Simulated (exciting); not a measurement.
BaTe:

```xyz
2
Lattice="0.0000 3.4100 3.4100 3.4100 0.0000 3.4100 3.4100 3.4100 0.0000" Properties=species:S:1:pos:R:3 pbc="T T T"
Ba    0.0000    0.0000    0.0000
Te    3.4100    3.4100    3.4100
```

Base run:

```yaml
Program: exciting (release sodium)
Functional: RPBE
Potentials_or_basis: all-electron LAPW+lo, shipped species files, valence relativity iora*
rgkmax: 9
k_mesh: 7 × 7 × 7
Occupations: gaussian, width 0.1 eV
Spin: no spin polarisation
```

Its results: band gap on the k mesh 1.60 eV, indirect (least direct gap 1.93 eV).

The run is repeated on the same cell with these changes: functional from RPBE to PBE; occupations from gaussian, width 0.1 eV to gaussian, width 0.02 eV. What comes out?

Band gap on the k mesh 1.49 eV, indirect (least direct gap 1.83 eV).

Caveats: the basis of Au and Ba changes in steps between geometries, so energy differences can be off by several meV; spin-orbit coupling is left out, which moves the levels of the heavy elements; an odd mesh through Γ misses points on the zone boundary, where band edges often lie.
